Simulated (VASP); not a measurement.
GaAs: relaxation of cell and atoms with PBE

The system is GaAs.

```
CELL_PARAMETERS angstrom
0.00000 2.82685 2.82685
2.82685 0.00000 2.82685
2.82685 2.82685 0.00000
ATOMIC_POSITIONS crystal
As 0.75000 0.75000 0.75000
Ga 0.00000 0.00000 0.00000
```

* Program: VASP 6.6.1
* Task: relaxation of cell and atoms
* Functional: PBE
* Potentials or basis: VASP PAW PBE potentials, release 64 (As_GW, Ga_d_GW)
* Cutoff: 900 eV
* k mesh: 8 × 8 × 8
* Occupations: fermi-dirac, width 0.05 eV
* Spin: no spin polarisation
* Further INCAR settings: ALGO = Fast; EDIFF = 1e-06; IBRION = 2; EDIFFG = -0.01; NSW = 60; ISIF = 3

```yaml
Relaxed_volume: 23.75 Å³/atom
Relaxed_cell: a = 4.065 Å, b = 4.065 Å, c = 4.065 Å, α = 60.00°, β = 60.00°, γ = 60.00°
Space_group_after_relaxing_to_0.05_Å: F-43m (No. 216)
Energy_gained_by_relaxing: 11.7 meV/atom
Ionic_steps: 10
Pressure_after_relaxing: 0.0 GPa
Band_gap_on_the_k_mesh: 0.14 eV, direct
```

Step by step:
| step | energy change (eV) | largest force (eV/Å) | pressure (GPa) | volume (Å³) |
| --- | --- | --- | --- | --- |
| 1 | 0.0000 | 0.0000 | 3.39 | 45.18 |
| 2 | -0.0206 | 0.0000 | -1.00 | 48.38 |
| 3 | -0.0234 | 0.0000 | 0.08 | 47.51 |
| 4 | -0.0234 | 0.0000 | -0.12 | 47.57 |
| 5 | -0.0234 | 0.0000 | 0.11 | 47.45 |
| 6 | -0.0234 | 0.0000 | -0.27 | 47.51 |
| 7 | -0.0234 | 0.0000 | 0.22 | 47.47 |
| 8 | -0.0234 | 0.0000 | 0.08 | 47.49 |
| 9 | -0.0234 | 0.0000 | -0.08 | 47.50 |
| 10 | -0.0234 | 0.0000 | 0.05 | 47.49 |

Final structure:
```
CELL_PARAMETERS angstrom
0.00000 2.87433 2.87433
2.87433 0.00000 2.87433
2.87433 2.87433 0.00000
ATOMIC_POSITIONS crystal
As 0.75000 0.75000 0.75000
Ga 0.00000 0.00000 0.00000
```

Levels at points of the mesh, in eV from the valence-band top:
| k point | band 5 | band 6 | band 7 | band 8 | band 9 | band 10 | band 11 | band 12 | band 13 |
| --- | --- | --- | --- | --- | --- | --- | --- | --- | --- |
| (0.00, 0.00, 0.00) | -14.64 | -12.38 | 0.00 | 0.00 | 0.00 | 0.14 | 3.71 | 3.71 | 3.71 |
| (0.50, 0.00, 0.00) | -14.64 | -10.77 | -6.38 | -1.07 | -1.07 | 0.86 | 4.61 | 4.61 | 7.70 |
| (0.50, 0.50, 0.00) | -14.63 | -10.09 | -6.59 | -2.51 | -2.51 | 1.55 | 1.68 | 9.77 | 9.77 |

Run time: 5.3 min on 1 thread of AMD EPYC 7R13 Processor (Zen 3) (shared host), peak memory 0.24 GiB.

PBE gaps usually lie below the measured ones, often by a third to a half. PBE usually gives volumes a little too large and moduli too small.
